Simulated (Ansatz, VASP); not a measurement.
# GaP: VASP beside Ansatz

```
Ga P
1.0
     0.00000    2.72525    2.72525
     2.72525    0.00000    2.72525
     2.72525    2.72525    0.00000
Ga P
1 1
Direct
  0.00000 0.00000 0.00000
  0.75000 0.75000 0.75000
```

Alike in both runs: task band structure; functional PBEsol; k mesh 8 × 8 × 8; occupations fermi-dirac, width 0.05 eV; no spin polarisation.

|  | VASP | Ansatz |
| --- | --- | --- |
| version | VASP 6.6.1 | Ansatz 0.2.0 |
| potentials or method | VASP PAW PBE potentials, release 64 (Ga_d, P) | Ansatz PAW |
| plane-wave cutoff (eV) | 520 | 420 |
| valence electrons in the cell | 18 | 18 |

VASP gave:

* gap on the k mesh at the Fermi level (eV): 1.52
* least direct gap on the mesh (eV): 1.75
* gap along the band path (eV): 1.47
* pressure (GPa): -0.6

**Question.** Estimate Ansatz's values.

**Answer.** gap on the k mesh at the Fermi level (eV): 1.51; least direct gap on the mesh (eV): 1.74; gap along the band path (eV): 1.46; pressure (GPa): -0.6.

Caveats: the PAW data sets were made with another functional, which shifts forces and pressure a little (VASP); the PAW data sets come from PBE, with cores solved anew for the run's functional, which leaves a small shift of forces and pressure (Ansatz).
